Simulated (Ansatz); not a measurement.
# InP3: further runs on the relaxed cell

The task here is to estimate one member of a computed series from the others.

Computed with Ansatz 0.2.0 (DFT PBEsol, scalar-relativistic, plane waves, PAW, unless a step's input says otherwise).

1 further run of the same task is left out (set aside as unsound or not needed). Runs told in other sessions of the task aren't counted.

### The starting structure

It takes space group R-3m (No. 166, trigonal). The conventional cell has a = 7.430 Å, b = 7.430 Å, c = 9.838 Å, α = 90.00°, β = 90.00°, γ = 120.00°. In (site symmetry 3m) has 6 P at 2.64 to 2.87 Å in its first shell of neighbours. P (site symmetry m) is surrounded by 2 P at 2.21 Å and 2 In at 2.64 to 2.87 Å.

As a file:

```xyz
8
Lattice="3.7150 2.1448 3.2794 -3.7150 2.1448 3.2794 0.0000 -4.2897 3.2794" Properties=species:S:1:pos:R:3 pbc="T T T"
In    0.0000    0.0000    2.6886
In    0.0000    0.0000    7.1496
P     2.0563   -1.1872    6.0033
P     0.0000    2.3744    6.0033
P    -2.0563   -1.1872    6.0033
P    -2.0563    1.1872    3.8349
P     2.0563    1.1872    3.8349
P     0.0000   -2.3744    3.8349
```

It is the result of an earlier relaxation at this level (volume 19.60 Å³/atom; gap on the mesh: none (metal)).

The first run:

Contents of input.yaml:

```yaml
crystal:
  lattice:
    - [3.6774588378, 2.12318185, 3.2462490009]
    - [-3.6774588378, 2.12318185, 3.2462490009]
    - [0.0, -4.2463636999, 3.2462490009]
  atoms:
    - { symbol: In, position: [0.273278977, 0.273278977, 0.273278977] }
    - { symbol: In, position: [0.726721023, 0.726721023, 0.726721023] }
    - { symbol: P, position: [0.7947108744, 0.2411926268, 0.7947108744] }
    - { symbol: P, position: [0.7947108744, 0.7947108744, 0.2411926268] }
    - { symbol: P, position: [0.2411926268, 0.7947108744, 0.7947108744] }
    - { symbol: P, position: [0.2052891256, 0.7588073732, 0.2052891256] }
    - { symbol: P, position: [0.7588073732, 0.2052891256, 0.2052891256] }
    - { symbol: P, position: [0.2052891256, 0.2052891256, 0.7588073732] }
basis:
  ecutwfc: 420
kpoints:
  mp_grid: { grid: [6, 6, 6] }
hamiltonian:
  xc: pbesol
scf:
  occupations: { method: gaussian, width: 0.1 }
output:
  forces: true
  stress: true
  eigenvalues: true
relax:
  adjacent_minimum: "off"
  f_tol: 0.01
  max_steps: 30
  cell: { stress_tol: 0.1, fix: [volume] }
```

Run with:

```bash
ansatz run input.yaml --threads 2 --pin off --max-ram 5120MiB --backend cpu --events-out ev --progress --plain --runs-dir out
```

Steps of the session up to this table: The cell scaled to 0.97 of its volume; The cell scaled to 1.03 of its volume; Volume × 0.94; Point at V/V0 = 1.06; Volume × 0.91; Point at V/V0 = 1.10; Point at V/V0 = 0.88.

One of the session's tables, all rows but one given; the rest of the session is left out.

It belongs to the step «Energy against volume». 

| volume (Å³/atom) | energy above the lowest point (meV/atom) | pressure (GPa) |
| --- | --- | --- |
| 17.246 | 64.6 | 9.95 |
| 17.834 | 34.1 | 6.75 |
| 18.422 | 14.2 | 4.11 |
| 19.010 | ? | ? |
| 19.598 | 0.0 | 0.01 |
| 20.186 | 3.0 | -1.57 |
| 20.774 | 11.3 | -2.86 |
| 21.558 | 28.8 | -4.22 |

Estimate the missing values for volume (Å³/atom) = 19.010.

Worked estimate for «energy above the lowest point (meV/atom)». A straight line through the neighbours (18.422, 14.2) and (19.598, 0.0) gives 14.2 + (0.0 − 14.2) × (19.010 − 18.422) / (19.598 − 18.422) = 7.1; a parabola fitted to 4 rows on both sides gives 3.3.

**Answer.** energy above the lowest point (meV/atom): 3.4; pressure (GPa): 1.87. In «energy above the lowest point (meV/atom)» the line misses by +3.7 and the parabola by -0.1.
